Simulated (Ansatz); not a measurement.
# HgSe: the cost of one run

Computed with Ansatz 0.2.0 (DFT PBE, scalar-relativistic, plane waves, PAW, unless a step's input says otherwise).

2 further runs of the same task are left out: 2 set aside as unsound or not needed.

## 1. Starting point

It takes space group F-43m (No. 216, cubic). The conventional cell has a = 6.260 Å, b = 6.260 Å, c = 6.260 Å, α = 90.00°, β = 90.00°, γ = 90.00°. Hg (site symmetry -43m) is surrounded by 4 Se at 2.71 Å. Se (site symmetry -43m) has 4 Hg at 2.71 Å as nearest neighbours.

Structure file:

```
Hg Se
1.0
     0.00000    3.13013    3.13013
     3.13013    0.00000    3.13013
     3.13013    3.13013    0.00000
Hg Se
1 1
Direct
  0.00000 0.00000 0.00000
  0.25000 0.25000 0.25000
```

This cell was relaxed beforehand with the same method: volume 30.67 Å³/atom, gap on the mesh none (metal).

## 2. Relaxing to 0.001 eV/Å, with the smearing for a metal

Response runs need a geometry at rest under their own mesh and occupations; hence this stricter relaxation.

Input file input.yaml:

```yaml
crystal:
  lattice:
    - [0.0, 3.1301276958, 3.1301276958]
    - [3.1301276958, 0.0, 3.1301276958]
    - [3.1301276958, 3.1301276958, 0.0]
  atoms:
    - { symbol: Hg, position: [0.0, 0.0, 0.0] }
    - { symbol: Se, position: [0.25, 0.25, 0.25] }
basis:
  ecutwfc: 420
kpoints:
  mp_grid: { grid: [12, 12, 12] }
hamiltonian:
  xc: pbe
scf:
  occupations: { method: fermi_dirac, width: 0.15 }
output:
  forces: true
  stress: true
  eigenvalues: true
relax:
  adjacent_minimum: "off"
  f_tol: 0.001
  max_steps: 60
  cell: { stress_tol: 0.01 }
```

Command:

```bash
ansatz run input.yaml --threads 1 --pin off --max-ram 2560MiB --backend cpu --events-out ev --progress --plain --runs-dir out
```

Q: Estimate wall time and peak memory on 1 thread of an x86-64 CPU, shared host.

About 29 s, with a peak of 0.48 GiB.
